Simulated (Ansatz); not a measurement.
The system is TiO.

```
Ti O
1.0
     3.00939    0.00000    0.00000
     0.00000    3.00939    0.00000
     0.00000    0.00000    3.68042
Ti O
1 1
Direct
  0.00000 0.00000 0.00000
  0.00000 0.00000 0.50000
```

The cell was built by a generator and needn't be a form met in nature.

* Program: Ansatz 0.2.0
* Task: relaxation of cell and atoms
* Functional: HSE06
* Potentials or basis: Ansatz PAW
* Cutoff: 420 eV (not typed: the program's choice for these potentials)
* k mesh: 5 × 5 × 4
* Occupations: fermi-dirac, width 0.05 eV
* Spin: no spin polarisation

At the start: volume 16.67 Å³/atom.

Q: Where does the relaxation end?

A: It ends after 7 steps and the volume is 16.33 Å³/atom (-2.0 %); space group P4/mmm (No. 123, to 0.05 Å).

The path:
| step | energy change (eV) | largest force (eV/Å) | volume (Å³) |
| --- | --- | --- | --- |
| 1 | 0.0000 | 0.0000 | 33.33 |
| 2 | -0.0143 | 0.0000 | 32.63 |
| 3 | -0.0147 | 0.0000 | 32.80 |
| 4 | -0.0150 | 0.0000 | 32.69 |
| 5 | -0.0140 | 0.0000 | 32.69 |
| 6 | -0.0141 | 0.0000 | 32.65 |
| 7 | -0.0140 | 0.0000 | 32.65 |

Final structure:
```yaml
crystal:
  lattice:
    - [2.99594, 0.00000, 0.00000]
    - [0.00000, 2.99594, 0.00000]
    - [0.00000, 0.00000, 3.63809]
  atoms:
    - { symbol: Ti, position: [0.00000, 0.00000, 0.00000] }
    - { symbol: O, position: [0.00000, 0.00000, 0.50000] }
```

Caveat: the k mesh is coarse (spacing up to 0.43 Å⁻¹), so the values aren't converged, least of all with exact exchange; the plane-wave basis is chosen anew once the cell has moved, so the energies of steps on either side of that aren't comparable; the PAW data sets come from PBE, with cores solved anew for the run's functional, which leaves a small shift of forces and pressure.
